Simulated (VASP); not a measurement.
# How strain moves the gap of SnSe, part 5 of 6

How do the gap and the pressure of SnSe answer to a change of volume or shape? All runs use r2SCAN. Left out of this account: 1 further run (fields: a reference on another mesh). The start is a computed cell from the Materials Project.

VASP 6.6.1; r2SCAN; plane waves and PAW (Sn_d, Se).

Still holding for the runs below: Spin-orbit coupling is off here; with elements this heavy it splits and shifts levels by tenths of an eV or more.

So far, least gap on mesh and path (eV): step 2 (bands, cell as listed) 1.02; step 3 (cell volume +4.0 %) 1.06; step 4 (cell volume +8.0 %) 1.08; step 5 (bands, sheared, principal strains -1.8, -0.2, +2.0 %) 0.880; step 6 (cell volume -4.0 %) 0.964.

## Step 7: Bands, volume times 0.92

The cell is scaled evenly once more. A prediction first. A parabola through the 4 pressures of evenly scaled cells so far, P = -0.04 -50.8 t +106 t² GPa with t = ln(V/V₁) and V₁ the volume at scale 1, gives 4.93 GPa at t = -0.0834. A straight line through the gaps, 1.012 +1.00 t eV, gives 0.93 eV.

Contents of INCAR:

```
SYSTEM = SnSe
PREC = Accurate
ENCUT = 400
EDIFF = 1E-06
NELM = 100
ISMEAR = -1
SIGMA = 0.05
LREAL = .FALSE.
ALGO = Normal
METAGGA = R2SCAN
LASPH = .TRUE.
NBANDS = 61
LORBIT = 11
LWAVE = .FALSE.
LCHARG = .FALSE.
KPAR = 4
NCORE = 2
```

Contents of POSCAR:

```
SnSe
1.0
   11.3447220010      0.0000000000      0.0000000000
    0.0000000000      4.0131455681      0.0000000000
    0.0000000000      0.0000000000      4.5720500590
Sn Se
4 4
Direct
    0.6187868500      0.7500000000      0.3765543000
    0.8812131500      0.2500000000      0.8765543000
    0.3812131500      0.2500000000      0.6234457000
    0.1187868500      0.7500000000      0.1234457000
    0.1485530300      0.2500000000      0.5091818000
    0.6485530300      0.2500000000      0.9908182000
    0.3514469700      0.7500000000      0.0091818000
    0.8514469700      0.7500000000      0.4908182000
```

Contents of KPOINTS:

```
Automatic mesh
0
Gamma
2 6 5
0 0 0
```

Contents of KPOINTS_OPT:

```
Line mode
12
Line-mode
Reciprocal
  0.00000000   0.00000000   0.00000000 GAMMA
  0.00000000   0.50000000   0.00000000 X

  0.00000000   0.50000000   0.00000000 X
  0.00000000   0.50000000   0.50000000 S

  0.00000000   0.50000000   0.50000000 S
  0.00000000   0.00000000   0.50000000 Y

  0.00000000   0.00000000   0.50000000 Y
  0.00000000   0.00000000   0.00000000 GAMMA

  0.00000000   0.00000000   0.00000000 GAMMA
  0.50000000   0.00000000   0.00000000 Z

  0.50000000   0.00000000   0.00000000 Z
  0.50000000   0.50000000   0.00000000 U

  0.50000000   0.50000000   0.00000000 U
  0.50000000   0.50000000   0.50000000 R

  0.50000000   0.50000000   0.50000000 R
  0.50000000   0.00000000   0.50000000 T

  0.50000000   0.00000000   0.50000000 T
  0.50000000   0.00000000   0.00000000 Z

  0.00000000   0.00000000   0.50000000 Y
  0.50000000   0.00000000   0.50000000 T

  0.50000000   0.50000000   0.00000000 U
  0.00000000   0.50000000   0.00000000 X

  0.00000000   0.50000000   0.50000000 S
  0.50000000   0.50000000   0.50000000 R
```

PAW data sets: Sn_d and Se (PBE family, release 64).

Command:

```console
$ mpirun -np 8 vasp_std
```

The program printed:

```text
[... set-up lines as in an earlier step ...]
 entering main loop
       N       E                     dE             d eps       ncg     rms          rms(c)
DAV:   1     0.684418311311E+03    0.68442E+03   -0.31231E+04  3202   0.149E+03
DAV:   2    -0.239060671681E+02   -0.70832E+03   -0.66644E+03  2936   0.468E+02
DAV:   3    -0.163351912073E+03   -0.13945E+03   -0.13343E+03  3335   0.169E+02
DAV:   4    -0.172543705640E+03   -0.91918E+01   -0.90719E+01  3472   0.465E+01
DAV:   5    -0.172786825569E+03   -0.24312E+00   -0.24294E+00  3504   0.818E+00    0.859E+00
DAV:   6    -0.159489099260E+03    0.13298E+02   -0.35341E+00  3931   0.151E+01    0.571E+00
DAV:   7    -0.159534268286E+03   -0.45169E-01   -0.79583E-01  3504   0.351E+00    0.186E+00
DAV:   8    -0.159546301793E+03   -0.12034E-01   -0.38492E-02  3739   0.118E+00    0.625E-01
DAV:   9    -0.159549011294E+03   -0.27095E-02   -0.81094E-03  3320   0.355E-01    0.253E-01
DAV:  10    -0.159549280630E+03   -0.26934E-03   -0.73255E-04  3721   0.196E-01    0.997E-02
DAV:  11    -0.159549478125E+03   -0.19749E-03   -0.36999E-04  3395   0.914E-02    0.227E-02
DAV:  12    -0.159549481721E+03   -0.35963E-05   -0.25762E-05  4151   0.350E-02    0.120E-02
DAV:  13    -0.159549483656E+03   -0.19348E-05   -0.61301E-06  3022   0.120E-02    0.320E-03
DAV:  14    -0.159549482798E+03    0.85778E-06   -0.63039E-07  1774   0.574E-03
   1 F= -.15954948E+03 E0= -.15954948E+03  d E =-.701089E-05
 Start KPOINTS_OPT (optional k-point list driver)
k-point batch [1-24\144]
       N       E                     dE             ncg
DAV:   1     0.479408544807E+04   -0.31006E+05     3292
DAV:   2    -0.123829854660E+05   -0.17177E+05     2936
DAV:   3    -0.156435586804E+05   -0.32606E+04     3306
DAV:   4    -0.158493508040E+05   -0.20579E+03     3424
DAV:   5    -0.158547325687E+05   -0.53818E+01     3464
DAV:   6    -0.158549612917E+05   -0.22872E+00     4139
DAV:   7    -0.158549640695E+05   -0.27778E-02     4056
DAV:   8    -0.158549641388E+05   -0.69303E-04     4159
DAV:   9    -0.158549641399E+05   -0.11286E-05     2272
DAV:  10    -0.158549641402E+05   -0.25136E-06     1893
[...]
k-point batch [121-144\144]
       N       E                     dE             ncg
DAV:   1     0.457120937367E+04   -0.45686E+05     3208
DAV:   2    -0.125871413041E+05   -0.17158E+05     2952
DAV:   3    -0.157943465988E+05   -0.32072E+04     3377
DAV:   4    -0.159920049819E+05   -0.19766E+03     3472
DAV:   5    -0.159971805931E+05   -0.51756E+01     3472
DAV:   6    -0.159974030856E+05   -0.22249E+00     4220
DAV:   7    -0.159974055890E+05   -0.25034E-02     3992
DAV:   8    -0.159974056563E+05   -0.67272E-04     4251
DAV:   9    -0.159974056573E+05   -0.10447E-05     2192
DAV:  10    -0.159974056576E+05   -0.26422E-06     1872
```

It took 2.7 min on 8 MPI ranks of Intel Xeon 6975P-C (Granite Rapids), shared host; peak memory 2.2 GiB; 22 min of CPU time.

OUTCAR, selected parts (step 7):

```text
   ENCUT  =  400.0 eV  29.40 Ry    5.42 a.u.  18.50  6.54  7.46*2*pi/ulx,y,z

   NELECT =      80.0000    total number of electrons

 E-fermi :   6.1086

 k-point     1 :       0.0000    0.0000    0.0000
  band No.  band energies     occupation
    ...
     36       3.4247      2.00000
     37       3.8173      2.00000
     38       4.6608      2.00000
     39       4.7029      2.00000
     40       5.3661      2.00000
     41       6.6802      0.00002
     42       8.4309      0.00000
     43       8.6053      0.00000
     44       8.6223      0.00000
     45       8.9048      0.00000
    ...

  Total        6.5144762      6.8589900      6.1606879      0.0000000     -0.0000000      0.0000000
  in kB       50.1418479     52.7935671     47.4187439      0.0000000     -0.0000000      0.0000000
  external PRESSURE =      50.1180530 kB  Pullay stress =       0.0000000 kB

 POSITION                                       TOTAL-FORCE (eV/Angst)
 -----------------------------------------------------------------------------------
      7.01996      3.00986      1.72163        -0.465822     -0.000000      0.386927
      9.99712      1.00329      4.00765         0.465822     -0.000000      0.386927
      4.32476      1.00329      2.85042         0.465822     -0.000000     -0.386927
      1.34760      3.00986      0.56440        -0.465822      0.000000     -0.386927
      1.68529      1.00329      2.32800        -0.282182     -0.000000      0.352333
      7.35765      1.00329      4.53007        -0.282182     -0.000000     -0.352333
      3.98707      3.00986      0.04198         0.282182     -0.000000      0.352333
      9.65943      3.00986      2.24405         0.282182     -0.000000     -0.352333
 -----------------------------------------------------------------------------------
    total drift:                                0.000000      0.000000     -0.000000

  FREE ENERGIE OF THE ION-ELECTRON SYSTEM (eV)
  ---------------------------------------------------
  free  energy   TOTEN  =      -159.5494827982 eV

  energy  without entropy=     -159.5494757873  energy(sigma->0) =     -159.54947929

[... 5 parts as in an earlier step ...]

[... 11 further parts left out ...]
```

This step gave:

```
SCF cycles                        : 14
free energy (TOTEN)               : -159.5495 eV
Fermi energy                      : 6.109 eV
pressure                          : 5.012 GPa
least gap on mesh and path        : 0.8687 eV
least direct gap on mesh and path : 1.231 eV
conduction bottom at k            : 0, 0.3182, 0
```

Electronic bands along the path, in eV, zero at the valence-band top; v1 is the highest filled band, c1 the lowest empty one:

| point | v4 | v3 | v2 | v1 | c1 | c2 | c3 | c4 |
| --- | --- | --- | --- | --- | --- | --- | --- | --- |
| Γ | -1.88 | -1.04 | -0.99 | -0.33 | 0.98 | 2.73 | 2.91 | 2.92 |
| 0.45 of the way | -2.05 | -0.96 | -0.67 | -0.37 | 1.37 | 1.39 | 2.60 | 2.89 |
| X | -1.32 | -1.32 | -1.18 | -1.18 | 1.31 | 1.31 | 1.59 | 1.59 |
| 0.55 of the way | -2.38 | -2.38 | -1.07 | -1.07 | 1.61 | 1.61 | 3.21 | 3.21 |
| S | -2.45 | -2.45 | -1.52 | -1.52 | 2.91 | 2.91 | 3.19 | 3.19 |
| 0.45 of the way | -1.78 | -1.78 | -0.96 | -0.96 | 1.84 | 1.84 | 3.59 | 3.59 |
| Y | -1.06 | -1.06 | -0.10 | -0.10 | 1.54 | 1.54 | 2.25 | 2.25 |
| 0.45 of the way | -1.64 | -1.07 | -0.47 | -0.11 | 1.47 | 1.51 | 2.22 | 2.58 |
| Γ | -1.88 | -1.04 | -0.99 | -0.33 | 0.98 | 2.73 | 2.91 | 2.92 |
| 0.45 of the way | -1.94 | -1.59 | -0.87 | -0.39 | 1.61 | 2.58 | 2.74 | 3.02 |
| Z | -2.13 | -2.13 | -0.60 | -0.60 | 2.51 | 2.51 | 2.72 | 2.72 |
| 0.55 of the way | -1.87 | -1.87 | -0.57 | -0.57 | 1.61 | 1.61 | 2.61 | 2.61 |
| U | -1.43 | -1.43 | -1.43 | -1.43 | 1.71 | 1.71 | 1.71 | 1.71 |
| 0.55 of the way | -1.68 | -1.68 | -1.68 | -1.68 | 2.65 | 2.65 | 2.65 | 2.65 |
| R | -1.66 | -1.66 | -1.66 | -1.66 | 2.67 | 2.67 | 2.67 | 2.67 |
| 0.55 of the way | -1.55 | -1.55 | -1.22 | -1.22 | 2.78 | 2.78 | 3.25 | 3.25 |
| T | -0.81 | -0.81 | -0.09 | -0.09 | 1.53 | 1.53 | 2.14 | 2.14 |
| 0.55 of the way | -1.36 | -1.36 | -0.80 | -0.80 | 2.23 | 2.23 | 2.74 | 2.74 |
| Z | -2.13 | -2.13 | -0.60 | -0.60 | 2.51 | 2.51 | 2.72 | 2.72 |
| jump to Y | -1.06 | -1.06 | -0.10 | -0.10 | 1.54 | 1.54 | 2.25 | 2.25 |
| 0.45 of the way | -0.92 | -0.92 | -0.09 | -0.09 | 1.52 | 1.52 | 2.21 | 2.21 |
| T | -0.81 | -0.81 | -0.09 | -0.09 | 1.53 | 1.53 | 2.14 | 2.14 |
| jump to U | -1.43 | -1.43 | -1.43 | -1.43 | 1.71 | 1.71 | 1.71 | 1.71 |
| 0.45 of the way | -1.38 | -1.38 | -1.35 | -1.35 | 1.47 | 1.47 | 1.73 | 1.73 |
| X | -1.32 | -1.32 | -1.18 | -1.18 | 1.31 | 1.31 | 1.59 | 1.59 |
| jump to S | -2.45 | -2.45 | -1.52 | -1.52 | 2.91 | 2.91 | 3.19 | 3.19 |

Of the projections kept (Sn, Se), the largest for each band there; the rest of the weight can lie on other orbitals:

| point | v4 | v3 | v2 | v1 | c1 | c2 | c3 | c4 |
| --- | --- | --- | --- | --- | --- | --- | --- | --- |
| Γ | Se 0.82 | Se 0.55 | Se 0.71 | Se 0.66 | Sn 0.84 | Sn 0.63 | Sn 0.61 | Sn 0.70 |
| X | Sn 0.58 | Sn 0.58 | Sn 0.51 | Sn 0.51 | Sn 0.67 | Sn 0.67 | Sn 0.63 | Sn 0.63 |
| S | Sn 0.51 | Sn 0.51 | Se 0.64 | Se 0.64 | Sn 0.66 | Sn 0.66 | Sn 0.51 | Sn 0.51 |
| Y | Se 0.55 | Se 0.55 | Sn 0.55 | Sn 0.55 | Sn 0.70 | Sn 0.70 | Sn 0.58 | Sn 0.58 |
| Γ | Se 0.82 | Se 0.55 | Se 0.71 | Se 0.66 | Sn 0.84 | Sn 0.63 | Sn 0.61 | Sn 0.70 |
| Z | Se 0.79 | Se 0.79 | Se 0.70 | Se 0.70 | Sn 0.71 | Sn 0.71 | Sn 0.62 | Sn 0.62 |

Force by atom:

| atom | x (eV/Å) | y (eV/Å) | z (eV/Å) | size |
| --- | --- | --- | --- | --- |
| Sn1 | -0.466 | 0.000 | 0.387 | 0.606 |
| Sn2 | 0.466 | 0.000 | 0.387 | 0.606 |
| Sn3 | 0.466 | 0.000 | -0.387 | 0.606 |
| Sn4 | -0.466 | 0.000 | -0.387 | 0.606 |
| Se5 | -0.282 | 0.000 | 0.352 | 0.451 |
| Se6 | -0.282 | 0.000 | -0.352 | 0.451 |
| Se7 | 0.282 | 0.000 | 0.352 | 0.451 |
| Se8 | 0.282 | 0.000 | -0.352 | 0.451 |

The gap is 0.87 eV, indirect. That is -0.15 eV from the cell as listed. The pressure is 5.01 GPa. The parabola predicted 4.93 GPa, -0.08 GPa off. The line predicted a gap of 0.93 eV, +0.06 eV off, so the trend bends or another valley takes over.

## Step 8: Bands, atoms displaced by up to 0.08 Å

The atoms are moved off their sites at random, as a crude picture of disorder.

INCAR is that of step 7.

Contents of POSCAR:

```
SnSe
1.0
   11.6644585000      0.0000000000      0.0000000000
    0.0000000000      4.1262509500      0.0000000000
    0.0000000000      0.0000000000      4.7009074500
Sn Se
4 4
Direct
    0.6192660000      0.7366980000      0.3785110000
    0.8825970000      0.2557040000      0.8870410000
    0.3823240000      0.2450470000      0.6146410000
    0.1221180000      0.7399630000      0.1201730000
    0.1508450000      0.2462430000      0.5115110000
    0.6496430000      0.2475220000      0.9985230000
    0.3549560000      0.7339270000      0.0134740000
    0.8560770000      0.7583210000      0.4923750000
```

KPOINTS is that of step 7.

KPOINTS_OPT is that of step 7.

Command:

```console
$ mpirun -np 8 vasp_std
```

The program printed:

```text
[... set-up lines as in an earlier step ...]
 entering main loop
       N       E                     dE             d eps       ncg     rms          rms(c)
DAV:   1     0.663863760881E+03    0.66386E+03   -0.31472E+04  4205   0.144E+03
DAV:   2    -0.307563726017E+02   -0.69462E+03   -0.65490E+03  3944   0.449E+02
DAV:   3    -0.164374227505E+03   -0.13362E+03   -0.12776E+03  4513   0.165E+02
DAV:   4    -0.173073812490E+03   -0.86996E+01   -0.86010E+01  4528   0.451E+01
DAV:   5    -0.173301680235E+03   -0.22787E+00   -0.22770E+00  4659   0.800E+00    0.757E+00
DAV:   6    -0.159700739249E+03    0.13601E+02   -0.37632E+00  5178   0.153E+01    0.511E+00
DAV:   7    -0.159765081217E+03   -0.64342E-01   -0.77444E-01  4840   0.331E+00    0.199E+00
DAV:   8    -0.159786506426E+03   -0.21425E-01   -0.37632E-02  4953   0.128E+00    0.606E-01
DAV:   9    -0.159791082024E+03   -0.45756E-02   -0.74592E-03  4640   0.399E-01    0.244E-01
DAV:  10    -0.159791544128E+03   -0.46210E-03   -0.12182E-03  4924   0.231E-01    0.935E-02
DAV:  11    -0.159791755227E+03   -0.21110E-03   -0.31805E-04  4395   0.963E-02    0.219E-02
DAV:  12    -0.159791759336E+03   -0.41091E-05   -0.54499E-05  5167   0.472E-02    0.988E-03
DAV:  13    -0.159791762576E+03   -0.32399E-05   -0.90914E-06  4403   0.142E-02    0.448E-03
DAV:  14    -0.159791761421E+03    0.11553E-05   -0.79960E-07  2423   0.662E-03    0.174E-03
DAV:  15    -0.159791761382E+03    0.38874E-07   -0.17606E-07  2427   0.267E-03
   1 F= -.15979176E+03 E0= -.15979176E+03  d E =-.401223E-05
 Start KPOINTS_OPT (optional k-point list driver)
k-point batch [1-32\144]
       N       E                     dE             ncg
DAV:   1     0.383693930458E+04   -0.46889E+05     4358
DAV:   2    -0.186479415545E+05   -0.22485E+05     3936
DAV:   3    -0.229115721137E+05   -0.42636E+04     4534
DAV:   4    -0.231769010856E+05   -0.26533E+03     4496
DAV:   5    -0.231837572137E+05   -0.68561E+01     4630
DAV:   6    -0.231840454275E+05   -0.28821E+00     5542
DAV:   7    -0.231840491533E+05   -0.37258E-02     5382
DAV:   8    -0.231840492415E+05   -0.88110E-04     5668
DAV:   9    -0.231840492429E+05   -0.14255E-05     2934
DAV:  10    -0.231840492432E+05   -0.36437E-06     2535
[...]
k-point batch [129-144\144]
       N       E                     dE             ncg
DAV:   1     0.279374558853E+05   -0.32404E+05     2188
DAV:   2     0.165669240370E+05   -0.11371E+05     1968
DAV:   3     0.144699691906E+05   -0.20970E+04     2310
DAV:   4     0.143451754146E+05   -0.12479E+03     2304
DAV:   5     0.143419348606E+05   -0.32406E+01     2291
DAV:   6     0.143418014470E+05   -0.13341E+00     2768
DAV:   7     0.143417995748E+05   -0.18722E-02     2707
DAV:   8     0.143417995358E+05   -0.38961E-04     2836
DAV:   9     0.143417995351E+05   -0.75797E-06     1446
```

It took 2.7 min on 8 MPI ranks; peak memory 2.7 GiB; 21 min of CPU time.

(Part 5 of 6 ends here.)

[Lines on the potential files, build, host, timing and source positions are cut from VASP's logs without a mark.]

[Logs are printed without paths, hosts, clocks, repeated set-up lines and the standing remarks that a program may print on its own settings, such as how far it seeks lower states.]

[Hosts, paths, dates, database ids (printed as entryN), source tags and the programs' standing remarks are cut or masked in the printed files.]

[A measured line is paired with the nearest computed mode of its activity, which favours agreement.]
